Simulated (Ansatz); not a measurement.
Lattice vibrations of Al at Γ at 3 GPa

All numbers below come from Ansatz, DFT PBE+D3(BJ), scalar-relativistic, plane waves, PAW. Settings: 420 eV plane-wave cutoff, Γ-centred 18×18×10 mesh, Fermi-Dirac smearing of 0.15 eV. No spin polarisation. Phonons by linear response, acoustic sum rule imposed.

The cell, relaxed at 3 GPa:
```
CELL_PARAMETERS angstrom
2.78663 0.00000 0.00000
-1.39331 2.41329 0.00000
0.00000 0.00000 4.58082
ATOMIC_POSITIONS crystal
Al 0.66667 0.33333 0.75000
Al 0.33333 0.66667 0.25000
```

In a metal, frequencies and elastic constants depend on the k mesh and the smearing, soft modes and shear constants most.

Question: Is this structure stable against zone-centre distortions?

Answer: Yes, at Γ: no optical mode is imaginary. Strains and other wave vectors aren't tested by this run.

Question: List the optical modes at Γ (i marks imaginary ones).

Answer:
| frequency (meV) | degeneracy |
| --- | --- |
| 20.3 | 2 |
| 43.9 | 1 |

This form isn't the element's structure at ambient conditions.

Cost: 1 run of about 0.3 core-minutes, on Intel Xeon Platinum 8488C (Sapphire Rapids) (shared hosts).